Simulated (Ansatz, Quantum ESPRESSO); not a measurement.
Moving the pressure in Ta

The cell as given:

The structure is hexagonal, space group P6_3/mmc (No. 194). Conventional cell: a = 2.900 Å, b = 2.900 Å, c = 5.166 Å, α = 90.00°, β = 90.00°, γ = 120.00°. Ta (site symmetry -6m2) has 12 Ta at 2.90 to 3.08 Å as nearest neighbours.

This isn't the form of Ta at room conditions, which is bcc.

Kept alike: task relaxation of cell and atoms; functional PBEsol; k mesh 11 × 11 × 5; occupations fermi-dirac, width 0.05 eV; no spin polarisation. Program: Ansatz, all-electron LAPW, scalar-relativistic. The mesh is that of the run's cell of 2 atoms. No spin-orbit coupling.

| pressure, P (GPa) | volume (Å³/atom) | first edge of the run's cell (Å) | third edge of the run's cell (Å) |
| --- | --- | --- | --- |
| 0 | 18.105 | 2.859 | 5.116 |
| 5 | 17.675 | 2.838 | 5.067 |
| 10 | 17.293 | 2.819 | 5.024 |
| 20 | 16.638 | 2.786 | 4.949 |
| 30 | 16.078 | 2.758 | 4.882 |

The relaxations keep at least the cell's symmetry (P6_3/mmc). For a metal such a mesh leaves the last digits unconverged. The runs follow the start's structure, whether or not it is the stable one at these pressures.

The volume falls from 18.105 to 16.078 Å³/atom between 0 and 30 GPa. The volume falls ever more slowly, since the solid stiffens under load. At the pressures aimed at, which the runs meet within some tenths of a GPa, the step from 0 to 5 GPa gives a mean bulk modulus near 208 GPa, the last step 292 GPa. A twin series (Quantum ESPRESSO, GBRV 1.5 PBEsol) moves it by -2.0049 between 0 and 30, against -2.0270 Å³/atom here. The first edge of the run's cell falls from 2.859 to 2.758 Å between 0 and 30 GPa. A twin series (Quantum ESPRESSO, GBRV 1.5 PBEsol) moves it by -0.1000 between 0 and 30, against -0.1010 Å here. The third edge of the run's cell falls from 5.116 to 4.882 Å between 0 and 30 GPa. A twin series (Quantum ESPRESSO, GBRV 1.5 PBEsol) moves it by -0.2311 between 0 and 30, against -0.2336 Å here.

Compression of hexagonal Ta is mildly anisotropic: the third edge shortens proportionally more than the first at every step, so the axial ratio falls steadily yet stays well above the ideal value for close-packed spheres. The twelve neighbours are therefore not equivalent. The contacts within a basal layer are the shorter ones, and those between layers are longer and probably softer, so they give way first under load. The elongation itself probably reflects directional d bonding, which in a group 5 metal with a partly filled d band need not favour the spherical packing ratio.

The large resistance to compression fits strong d-band cohesion. As the volume shrinks, the rising kinetic energy of the valence electrons and the growing overlap with the ion cores oppose further compression, which accounts for the stiffening. The close match with the twin series suggests that the compression depends little on how the core is treated, though it is no test of the shared functional. Whether this lattice is dynamically stable against phonon distortions remains open.
